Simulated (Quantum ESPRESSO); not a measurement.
Set up this calculation in Quantum ESPRESSO 7.5, as the native input.

- Task: single point
- Functional: PBE
- Potentials or basis: PseudoDojo 0.4.1 SR PBE standard
- Cutoff: 1306 eV
- Density cutoff: 5225 eV
- k mesh: 4 × 4 × 2
- Occupations: fermi-dirac, width 0.05 eV
- Spin: collinear spin, antiferromagnetic start
- Starting moments: [2.0, -2.0] μB
- Fixed moment: 2 μB
- Mixing beta: 0.3
- Most SCF iterations: 120
- SCF threshold: 4e-10 Ry

The system is Co.

```
Co
1.0
     2.47200    0.00000    0.00000
    -1.23600    2.14081    0.00000
     0.00000    0.00000    4.02114
Co
2
Direct
  0.66667 0.33333 0.75000
  0.33333 0.66667 0.25000
```

These files were run (other wordings do the same):

pw.in

```
&CONTROL
  calculation = 'scf'
  prefix = 'pwscf'
  outdir = './tmp'
  pseudo_dir = './pseudo'
  tprnfor = .true.
  tstress = .true.
  disk_io = 'nowf'
/
&SYSTEM
  ibrav = 0
  nat = 2
  ntyp = 2
  ecutwfc = 96
  nbnd = 28
  occupations = 'smearing'
  smearing = 'fd'
  degauss = 0.00367493
  nspin = 2
  starting_magnetization(1) = 0.1176
  starting_magnetization(2) = -0.1176
  tot_magnetization = 2
/
&ELECTRONS
  conv_thr = 4d-10
  electron_maxstep = 120
  mixing_beta = 0.3
/
ATOMIC_SPECIES
Co1   58.9332 Co.upf
Co2   58.9332 Co.upf
CELL_PARAMETERS angstrom
   2.4719999032    0.0000000000    0.0000000000
  -1.2359999516    2.1408147143    0.0000000000
   0.0000000000    0.0000000000    4.0211440800
ATOMIC_POSITIONS crystal
Co1    0.6666666667    0.3333333333    0.7500000000
Co2    0.3333333333    0.6666666667    0.2500000000
K_POINTS automatic
4 4 2 0 0 0
```

Potentials or basis: PseudoDojo 0.4.1 SR PBE standard.

Launch:

```sh
$ OMP_NUM_THREADS=1 mpirun -n 2 pw.x -nk 2 -in pw.in > pw.out
```

It gave:

- Pressure: -1.9 GPa
- Net moment: 2.00 μB per cell
- Absolute moment: 2.27 μB per cell
- Site moments: Co +1.49, +0.63 μB
- Valence electrons inside the program's atomic spheres: Co 15.59, 15.61

Caveat: the k mesh is coarse (spacing up to 0.78 Å⁻¹), so the values aren't converged; the moment is held away from its start; the total moment is fixed, so each spin has its own Fermi level.

It took 9.8 s on 2 MPI ranks on Arm Neoverse V2, with other jobs on the host, peak memory 0.14 GiB a rank.
